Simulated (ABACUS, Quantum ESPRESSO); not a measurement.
This is a calculation of Mn3Si for ABACUS 3.10.1. 

Contents of INPUT:

```
INPUT_PARAMETERS
suffix              Mn3Si
calculation         scf
basis_type          pw
pseudo_dir          ./
symmetry            1
dft_functional      pbesol
ecutwfc             97
pseudo_rcut         7
nspin               2
nbands              36
ks_solver           dav
smearing_method     fd
smearing_sigma      0.00367493
scf_thr             1e-08
scf_nmax            100
mixing_type         broyden
mixing_beta         0.4
cal_force           1
cal_stress          1
out_chg             1
out_pot             2
out_elf             1
```

Contents of STRU:

```
ATOMIC_SPECIES
Mn 54.9380 Mn.upf
Si 28.0850 Si.upf

LATTICE_CONSTANT
1.8897261246

LATTICE_VECTORS
0.0000000000 2.8610000000 2.8610000000
2.8610000000 0.0000000000 2.8610000000
2.8610000000 2.8610000000 0.0000000000

ATOMIC_POSITIONS
Direct

Mn
0.0
3
0.7500000000 0.7500000000 0.7500000000 1 1 1 mag 4
0.2500000000 0.2500000000 0.2500000000 1 1 1 mag 4
0.5000000000 0.5000000000 0.5000000000 1 1 1 mag 4

Si
0.0
1
0.0000000000 0.0000000000 0.0000000000 1 1 1 mag 0
```

File KPT:

```
K_POINTS
0
Gamma
8 8 8 0 0 0
```

Potentials or basis: PseudoDojo NC SR 0.4.1 PBEsol standard, plane waves.

Run with:

```bash
$ OMP_NUM_THREADS=1 mpirun -np 4 abacus > log
```

Q: Translate it to Quantum ESPRESSO 7.5. Potentials or basis there: GBRV 1.5 PBEsol, cutoff 612 eV.

A: As run (cutoffs and basis follow the program's own potentials, and thresholds, step limits or extra output files can differ):

The input pw.in:

```
&CONTROL
  calculation = 'scf'
  prefix = 'pwscf'
  outdir = './tmp'
  pseudo_dir = './pseudo'
  tprnfor = .true.
  tstress = .true.
  disk_io = 'low'
/
&SYSTEM
  ibrav = 0
  nat = 4
  ntyp = 2
  ecutwfc = 45
  ecutrho = 360
  nbnd = 37
  occupations = 'smearing'
  smearing = 'fd'
  degauss = 0.00367493
  nspin = 2
  starting_magnetization(1) = 0.2667
  starting_magnetization(2) = 0
/
&ELECTRONS
  conv_thr = 8d-10
  electron_maxstep = 120
  mixing_beta = 0.3
/
ATOMIC_SPECIES
Mn    54.9380 mn_pbesol_v1.5.uspp.F.UPF
Si    28.0850 si_pbesol_v1.uspp.F.UPF
CELL_PARAMETERS angstrom
   0.0000000000    2.8610000000    2.8610000000
   2.8610000000    0.0000000000    2.8610000000
   2.8610000000    2.8610000000    0.0000000000
ATOMIC_POSITIONS crystal
Mn     0.7500000000    0.7500000000    0.7500000000
Mn     0.2500000000    0.2500000000    0.2500000000
Mn     0.5000000000    0.5000000000    0.5000000000
Si     0.0000000000    0.0000000000    0.0000000000
K_POINTS automatic
8 8 8 0 0 0
```

pp_density.in

```
&INPUTPP
  prefix = 'pwscf'
  outdir = './tmp'
  filplot = 'density.dat'
  plot_num = 0
/
&PLOT
  nfile = 1
  filepp(1) = 'density.dat'
  iflag = 3
  output_format = 6
  fileout = 'density.cube'
/
```

File pp_potential.in:

```
&INPUTPP
  prefix = 'pwscf'
  outdir = './tmp'
  filplot = 'potential.dat'
  plot_num = 11
/
&PLOT
  nfile = 1
  filepp(1) = 'potential.dat'
  iflag = 3
  output_format = 6
  fileout = 'potential.cube'
/
```

File pp_spin.in:

```
&INPUTPP
  prefix = 'pwscf'
  outdir = './tmp'
  filplot = 'spin.dat'
  plot_num = 6
/
&PLOT
  nfile = 1
  filepp(1) = 'spin.dat'
  iflag = 3
  output_format = 6
  fileout = 'spin.cube'
/
```

Potentials or basis: GBRV 1.5 PBEsol.

Command:

```sh
$ OMP_NUM_THREADS=1 mpirun -n 2 pw.x -nk 2 -in pw.in > pw.out
$ OMP_NUM_THREADS=1 mpirun -n 1 pp.x -in pp_density.in > pp_density.out
$ OMP_NUM_THREADS=1 mpirun -n 1 pp.x -in pp_potential.in > pp_potential.out
$ OMP_NUM_THREADS=1 mpirun -n 1 pp.x -in pp_spin.in > pp_spin.out
```

Both were run:

|  | ABACUS | Quantum ESPRESSO |
| --- | --- | --- |
| Pressure | -15.3 GPa | -15.8 GPa |
| Net moment | 1.01 μB per cell | 1.01 μB per cell |
| Absolute moment | 4.66 μB per cell | 4.61 μB per cell |

The magnetic state is the one that the start led to; the real crystal's order can differ.

The cell lies far from this level's equilibrium.

Pressure is positive in compression.
